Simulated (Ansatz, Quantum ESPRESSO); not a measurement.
This is a calculation of K for Quantum ESPRESSO 7.5. The given cell was strained at random by a few per cent at fixed volume. 

Contents of pw.in:

```
&CONTROL
  calculation = 'scf'
  prefix = 'pwscf'
  outdir = './tmp'
  pseudo_dir = './pseudo'
  tprnfor = .true.
  tstress = .true.
  disk_io = 'nowf'
/
&SYSTEM
  ibrav = 0
  nat = 1
  ntyp = 1
  ecutwfc = 45
  ecutrho = 360
  nbnd = 10
  occupations = 'smearing'
  smearing = 'fd'
  degauss = 0.00367493
/
&ELECTRONS
  conv_thr = 2d-10
  electron_maxstep = 120
  mixing_beta = 0.5
/
ATOMIC_SPECIES
K     39.0983 k_pbesol_v1.4.uspp.F.UPF
CELL_PARAMETERS angstrom
  -2.6290990000    2.6676120000    2.6000730000
   2.7186870000   -2.7444840000    2.7665340000
   2.6600780000    2.7754630000   -2.6769460000
ATOMIC_POSITIONS crystal
K     -0.0036850000   -0.0083200000    0.0072110000
K_POINTS automatic
7 7 7 0 0 0
```

Potentials or basis: GBRV 1.5 PBEsol.

The run is started by

```bash
$ OMP_NUM_THREADS=1 mpirun -n 2 pw.x -nk 2 -in pw.in > pw.out
```

Question: What does the same run look like in Ansatz 0.2.0? Potentials or basis there: Ansatz PAW, cutoff 420 eV.

Answer: As run (cutoffs and basis follow the program's own potentials, and thresholds, step limits or extra output files can differ):

input.yaml

```yaml
crystal:
  lattice:
    - [-2.629099, 2.667612, 2.600073]
    - [2.718687, -2.744484, 2.766534]
    - [2.660078, 2.775463, -2.676946]
  atoms:
    - { symbol: K, position: [-0.003685, -0.00832, 0.007211] }
hamiltonian:
  xc: pbesol
  pseudopotentials: { kind: paw }
kpoints:
  mp_grid: { grid: [7, 7, 7] }
scf:
  occupations: { method: fermi_dirac, width: 0.05 }
output:
  forces: true
  stress: true
  eigenvalues: true
```

Potentials or basis: Ansatz PAW.

Launch:

```console
$ ansatz run input.yaml --threads 1 --pin off --max-ram 3584MiB --backend cpu --events-out ev --progress --plain --runs-dir out
```

Both were run:

|  | Quantum ESPRESSO | Ansatz |
| --- | --- | --- |
| Pressure | -0.4 GPa | -0.3 GPa |
| Energy over the undisturbed cell | 1.3 meV/atom | 1.4 meV/atom |

Ansatz's pressure holds a Pulay term of +0.00 GPa for its cutoff of 420 eV, which the other run lacks.

Ansatz's potentials were made for PBE.

Where Ansatz's input types no cutoff or centring, it takes its own default and a Γ-centred mesh.

Pressure is positive in compression.
